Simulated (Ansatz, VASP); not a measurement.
## One calculation of TlBr, two programs

Contents of INCAR:

```
SYSTEM = TlBr
ALGO = Normal
EDIFF = 1E-7
ENCUT = 520
GGA = PE
ISIF = 2
ISMEAR = -1
LASPH = .True.
LCHARG = .False.
LREAL = .False.
LWAVE = .False.
NBANDS = 17
NELM = 60
PREC = Accurate
SIGMA = 0.05
```

File KPOINTS:

```
k-points
0
Gamma
  7 7 7
  0 0 0
```

The input POSCAR:

```
TlBr
1.0
    3.9800000000      0.0000000000      0.0000000000
    0.0000000000      3.9800000000      0.0000000000
    0.0000000000      0.0000000000      3.9800000000
Tl Br
1 1
Direct
    0.0000000000      0.0000000000      0.0000000000
    0.5000000000      0.5000000000      0.5000000000
```

input.yaml

```yaml
crystal:
  lattice:
    - [3.98, 0.0, 0.0]
    - [0.0, 3.98, 0.0]
    - [0.0, 0.0, 3.98]
  atoms:
    - { symbol: Tl, position: [0.0, 0.0, 0.0] }
    - { symbol: Br, position: [0.5, 0.5, 0.5] }
hamiltonian:
  xc: pbe
  pseudopotentials: { kind: paw }
kpoints:
  mp_grid: { grid: [7, 7, 7] }
scf:
  occupations: { method: fermi_dirac, width: 0.05 }
output:
  forces: true
  stress: true
  eigenvalues: true
```

Alike in both runs: task single point; functional PBE; k mesh 7 × 7 × 7; occupations fermi-dirac, width 0.05 eV; no spin polarisation.

|  | VASP | Ansatz |
| --- | --- | --- |
| version | VASP 6.6.1 | Ansatz 0.2.0 |
| potentials or method | VASP PAW PBE potentials, release 64 (Tl_d, Br) | Ansatz PAW |
| plane-wave cutoff (eV) | 520 | 420 |
| valence electrons in the cell | 20 | 20 |

VASP gave:

```
gap on the k mesh at the Fermi level (eV) : 2.30
least direct gap on the mesh (eV)         : 2.30
pressure (GPa)                            : 1.2
```

What did Ansatz give for the same quantities?

gap on the k mesh at the Fermi level (eV): 2.29; least direct gap on the mesh (eV): 2.29; pressure (GPa): 1.2.

The functional is the same, so the differences come from potentials, cutoffs and numerics.

Caveats: spin-orbit coupling is left out, which as a rule narrows the gap of such compounds by several tenths of an eV; an odd mesh through Γ misses points on the zone boundary, where band edges often lie (VASP); odd divisions of the mesh miss points on the zone boundary, where band edges often lie, so the gap on the mesh can be too wide (Ansatz).
